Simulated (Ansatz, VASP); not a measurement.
**Cs2AgBiBr6: VASP beside Ansatz**

Contents of INCAR:

```
SYSTEM = Cs2AgBiBr6
PREC = Accurate
ENCUT = 600
EDIFF = 1E-6
ISMEAR = -1
SIGMA = 0.05
LREAL = .False.
LASPH = .True.
NELM = 60
ALGO = Fast
ISIF = 3
LWAVE = .False.
LCHARG = .False.
GGA = PE
IBRION = 2
NSW = 40
EDIFFG = -0.005
```

Contents of KPOINTS:

```
Automatic mesh
0
Gamma
  3 3 3
  0 0 0
```

Contents of POSCAR:

```
Cs2AgBiBr6
1.0
    0.0000000000      5.6161000000      5.6161000000
    5.6161000000      0.0000000000      5.6161000000
    5.6161000000      5.6161000000      0.0000000000
Bi Cs Ag Br
1 2 1 6
Direct
    0.0000000000      0.0000000000      0.0000000000
    0.7500000000      0.7500000000      0.7500000000
    0.2500000000      0.2500000000      0.2500000000
    0.5000000000      0.5000000000      0.5000000000
    0.7494500000      0.7494500000      0.2505500000
    0.2505500000      0.2505500000      0.7494500000
    0.7494500000      0.2505500000      0.2505500000
    0.7494500000      0.2505500000      0.7494500000
    0.2505500000      0.7494500000      0.7494500000
    0.2505500000      0.7494500000      0.2505500000
```

input.yaml

```yaml
crystal:
  lattice:
    - [0.0, 5.6161, 5.6161]
    - [5.6161, 0.0, 5.6161]
    - [5.6161, 5.6161, 0.0]
  atoms:
    - { symbol: Bi, position: [0.0, 0.0, 0.0] }
    - { symbol: Cs, position: [0.75, 0.75, 0.75] }
    - { symbol: Cs, position: [0.25, 0.25, 0.25] }
    - { symbol: Ag, position: [0.5, 0.5, 0.5] }
    - { symbol: Br, position: [0.74945, 0.74945, 0.25055] }
    - { symbol: Br, position: [0.25055, 0.25055, 0.74945] }
    - { symbol: Br, position: [0.74945, 0.25055, 0.25055] }
    - { symbol: Br, position: [0.74945, 0.25055, 0.74945] }
    - { symbol: Br, position: [0.25055, 0.74945, 0.74945] }
    - { symbol: Br, position: [0.25055, 0.74945, 0.25055] }
hamiltonian:
  xc: pbe
  pseudopotentials: { kind: paw }
kpoints:
  mp_grid: { grid: [3, 3, 3] }
scf:
  occupations: { method: fermi_dirac, width: 0.05 }
output:
  forces: true
  stress: true
  eigenvalues: true
  write_density: true
  write_potential: true
  elf: true
  volumetric_format: npy
relax:
  f_tol: 0.01
  max_steps: 40
  cell: { stress_tol: 0.05 }
```

Alike in both runs: task relaxation of cell and atoms; functional PBE; k mesh 3 × 3 × 3; occupations fermi-dirac, width 0.05 eV; no spin polarisation.

|  | VASP | Ansatz |
| --- | --- | --- |
| version | VASP 6.6.1 | Ansatz 0.2.0 |
| potentials or method | VASP PAW PBE potentials, release 64 (Bi_d, Cs_sv, Ag, Br) | Ansatz PAW |
| plane-wave cutoff (eV) | 600 | 420 |
| valence electrons in the cell | 86 | 94 |

VASP gave:

* gap on the k mesh at the Fermi level, each at its own relaxed structure (eV): 1.90
* relaxed volume (Å³/atom): 37.80
* relaxed cell length with the largest relative difference (Å): 8.116
* energy change over the relaxation (meV/atom): -14

Question: What did Ansatz give for the same quantities?

Answer: gap on the k mesh at the Fermi level, each at its own relaxed structure (eV): 1.90; relaxed volume (Å³/atom): 37.86; relaxed cell length with the largest relative difference (Å): 8.121; energy change over the relaxation (meV/atom): -14.

The two sets of potentials don't hold the same shells in valence.

Caveats: spin-orbit coupling is left out, which as a rule narrows the gap of such compounds by several tenths of an eV; an odd mesh through Γ misses points on the zone boundary, where band edges often lie (VASP); odd divisions of the mesh miss points on the zone boundary, where band edges often lie, so the gap on the mesh can be too wide (Ansatz); the plane-wave basis is chosen anew once the cell has moved, so the energies of steps on either side of that aren't comparable (Ansatz). Expect the measured gap to be larger: semilocal functionals such as PBE lack the derivative discontinuity. Zero-point motion and thermal expansion aren't in these numbers.
